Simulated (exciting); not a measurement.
# Nd (Im-3m) in exciting: runs at scaled volumes, part 2 of 2

exciting (release sodium). Earlier steps stand in the parts before.

**6. Equation of state, PBEsol, collinear spin, ferromagnetic start, 36.48 Å³/atom (volume scaled by 1.02)**

input.xml reads:

```xml
<input>
  <title>Nd</title>
  <structure speciespath="./" tshift="false">
    <crystal scale="1">
      <basevect>-3.948044664159 3.948044664159 3.948044664159</basevect>
      <basevect>3.948044664159 -3.948044664159 3.948044664159</basevect>
      <basevect>3.948044664159 3.948044664159 -3.948044664159</basevect>
    </crystal>
    <species speciesfile="Nd.xml" rmt="2.3">
      <atom coord="0.000000000000 0.000000000000 0.000000000000" bfcmt="0 0 -8"/>
    </species>
  </structure>
  <groundstate do="fromscratch" ngridk="9 9 9" rgkmax="9.5" gmaxvr="14" lmaxapw="10" lmaxmat="10" lmaxvr="8" xctype="GGA_PBE_SOL" stype="Fermi Dirac" swidth="0.00183747" nempty="22" ValenceRelativity="iora*" epsengy="1e-05" epspot="1e-05" maxscl="90" outputlevel="normal">
    <spin reducebf="0.5"/>
  </groundstate>
</input>
```

Potentials or basis: all-electron LAPW+lo, shipped species files, valence relativity iora*.

Launch:

```sh
$ OMP_NUM_THREADS=1 exciting_smp
```

INFO.OUT:

```text
================================================================================
EXCITING SODIUM started
[... 10 lines left out ...]

 Lattice vectors (cartesian) :
     -3.9480446642      3.9480446642      3.9480446642
      3.9480446642     -3.9480446642      3.9480446642
      3.9480446642      3.9480446642     -3.9480446642

 Reciprocal lattice vectors (cartesian) :
      0.0000000000      0.7957338178      0.7957338178
      0.7957338178      0.0000000000      0.7957338178
      0.7957338178      0.7957338178      0.0000000000

 Unit cell volume                           :     246.1535836668
 Brillouin zone volume                      :       1.0077050667

 Species :    1 (Nd)
     parameters loaded from                 :    Nd.xml
     name                                   :    neodymium
     nuclear charge                         :     -60.00000000
     electronic charge                      :      60.00000000
[... 419 lines left out ...]
[... 17 further cycles ...]
+ SCF iteration number :   28                                                  +
++++++++++++++++++++++++++++++++++++++++++++++++++++++++++++++++++++++++++++++++
 Total energy                               :     -9626.54640681
 _______________________________________________________________
 Fermi energy                               :         0.30440429
 Kinetic energy                             :     10380.59112225
 Coulomb energy                             :    -19787.46276206
 Exchange energy                            :      -215.90494855
 Correlation energy                         :        -3.76981846
 No external B-field energy in total energy
[... 335 lines left out ...]
 RMS change in effective potential (target) :  0.480489E-07  ( 0.100000E-04)
 Absolute change in total energy   (target) :  0.188923E-05  ( 0.100000E-04)
 Charge distance                   (target) :  0.191567E-08  ( 0.100000E-04)

++++++++++++++++++++++++++++++++++++++++++++++++++++++++++++++++++++++++++++++++
| Convergency criteria checked for the last 2 iterations                       +
| Convergence targets achieved. Performing final SCF iteration                 +
++++++++++++++++++++++++++++++++++++++++++++++++++++++++++++++++++++++++++++++++
 Total energy                               :     -9626.54636138
 _______________________________________________________________
 Fermi energy                               :         0.30440430
 Kinetic energy                             :     10380.59115121
 Coulomb energy                             :    -19787.46274695
 Exchange energy                            :      -215.90494719
 Correlation energy                         :        -3.76981845
 No external B-field energy in total energy
[... 13 lines left out ...]
 Moments :
     interstitial                           :         0.67291186
     moment in muffin-tin spheres :
                  atom     1    Nd          :         3.46858194
     total moment in muffin-tins            :         3.46858194
     total moment                           :         4.14149380

++++++++++++++++++++++++++++++++++++++++++++++++++++++++++++++++++++++++++++++++
[... 7 lines left out ...]

--------------------------------------------------------------------------------
- CAUTION! Warnings have been written in file WARNING.OUT !                    -
--------------------------------------------------------------------------------
================================================================================
| EXCITING SODIUM stopped                                                      =
================================================================================
```

WARNINGS.OUT:

```text
Inversion symmetry is present. Consider using input%groundstate%solver%type = "inversionsymmetry"
 Warning (APW_basis_size): Automatic computation of the attribute APWprecision is not possible, because a predefined rgkmax value for the given atomic number 60 does not exist.
```

Wall time 3.2 min (1 thread of Intel Xeon Platinum 8259CL at 2.50GHz (Skylake/Cascade Lake), shared host); peak memory 0.12 GiB.

What came out:

- Free energy: -261951.7407 eV
- Band gap on the k mesh: none (metal or under the smearing width)
- Net moment: 4.14 μB per cell
- Site moments: Nd +3.47 μB
- All electrons inside the program's atomic spheres: Nd 56.71 (radii Nd 2.3 bohr)

Caveat: the magnetic or orbital state may not be the lowest; the log's total energy holds no entropy term; the free energy is that total less TS from the occupations; spin-orbit coupling is left out, which moves the levels of the heavy elements.

**7. Equation of state, PBEsol, collinear spin, ferromagnetic start, 37.19 Å³/atom (volume scaled by 1.04)**

input.xml, as its differences from that of step 6:

```diff
@@ -4,5 +4,5 @@
     <crystal scale="1">
-      <basevect>-3.948044664159 3.948044664159 3.948044664159</basevect>
-      <basevect>3.948044664159 -3.948044664159 3.948044664159</basevect>
-      <basevect>3.948044664159 3.948044664159 -3.948044664159</basevect>
+      <basevect>-3.973682036140 3.973682036140 3.973682036140</basevect>
+      <basevect>3.973682036140 -3.973682036140 3.973682036140</basevect>
+      <basevect>3.973682036140 3.973682036140 -3.973682036140</basevect>
     </crystal>
```

Launch:

```sh
$ OMP_NUM_THREADS=1 exciting_smp
```

It took 2.4 min on 1 thread of Intel Xeon Platinum 8259CL at 2.50GHz (Skylake/Cascade Lake), shared host; peak memory 0.12 GiB.

The run converged. Its results:

```
Free energy                                       : -261951.7258 eV
Band gap on the k mesh                            : none (metal or under the smearing width)
Net moment                                        : 4.15 μB per cell
Site moments                                      : Nd +3.47 μB
All electrons inside the program's atomic spheres : Nd 56.71 (radii Nd 2.3 bohr)
```

Caveat: the magnetic or orbital state may not be the lowest; the log's total energy holds no entropy term; the free energy is that total less TS from the occupations; spin-orbit coupling is left out, which moves the levels of the heavy elements.

**8. Equation of state, PBEsol, collinear spin, ferromagnetic start, 37.91 Å³/atom (volume scaled by 1.06)**

input.xml, as its differences from that of step 7:

```diff
@@ -4,5 +4,5 @@
     <crystal scale="1">
-      <basevect>-3.973682036140 3.973682036140 3.973682036140</basevect>
-      <basevect>3.973682036140 -3.973682036140 3.973682036140</basevect>
-      <basevect>3.973682036140 3.973682036140 -3.973682036140</basevect>
+      <basevect>-3.998992795228 3.998992795228 3.998992795228</basevect>
+      <basevect>3.998992795228 -3.998992795228 3.998992795228</basevect>
+      <basevect>3.998992795228 3.998992795228 -3.998992795228</basevect>
     </crystal>
```

Launch:

```sh
$ OMP_NUM_THREADS=1 exciting_smp
```

Wall time 2.8 min (1 thread of Intel Xeon Platinum 8259CL at 2.50GHz (Skylake/Cascade Lake), shared host); peak memory 0.12 GiB.

It converged, with:

```yaml
Free_energy: -261951.7087 eV
Band_gap_on_the_k_mesh: none (metal or under the smearing width)
Net_moment: 4.16 μB per cell
Site_moments: Nd +3.48 μB
All_electrons_inside_the_program's_atomic_spheres: Nd 56.71 (radii Nd 2.3 bohr)
```

Caveat: the magnetic or orbital state may not be the lowest; the log's total energy holds no entropy term; the free energy is that total less TS from the occupations; spin-orbit coupling is left out, which moves the levels of the heavy elements.
